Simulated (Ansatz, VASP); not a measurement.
**HfO2 in VASP and in Ansatz**

```
CELL_PARAMETERS angstrom
0.00000 2.54881 2.54881
2.47234 0.00000 2.54881
2.47234 2.54881 0.00000
ATOMIC_POSITIONS crystal
Hf 0.00000 0.00000 0.00000
O 0.25000 0.25000 0.25000
O 0.75000 0.75000 0.75000
```

Change from the starting cell: strain -0.0300 x Voigt [1, 0, 0, 0, 0, 0], atoms carried along.

Alike in both runs: task single point; functional PBE; k mesh 8 × 8 × 8; occupations gaussian, width 0.05 eV; no spin polarisation.

```csv
,VASP,Ansatz
version,VASP 6.6.1,Ansatz 0.2.0
potentials or method,"VASP PAW PBE potentials, release 64 (Hf_pv, O)","scalar-relativistic, plane waves, PAW"
plane-wave cutoff (eV),520,420
valence electrons in the cell,22,38
```

|  | VASP | Ansatz | Ansatz less VASP |
| --- | --- | --- | --- |
| gap on the k mesh at the Fermi level (eV) | 3.51 | 3.52 | +0.004 |
| least direct gap on the mesh (eV) | 3.59 | 3.58 | -0.012 |
| pressure (GPa) | 4.1 | 8.0 | +3.90 |
| largest component of the traceless stress (GPa) | 9.67 | 9.48 | -0.185 |

One of these differences is far larger than is usual between the two programs; its cause wasn't traced. With one functional, cell and mesh, what is left measures potentials, basis and numerics. The two sets of potentials don't hold the same shells in valence.

Caveats: spin-orbit coupling is left out, which moves the levels of the heavy elements. A k mesh can miss the band edges.
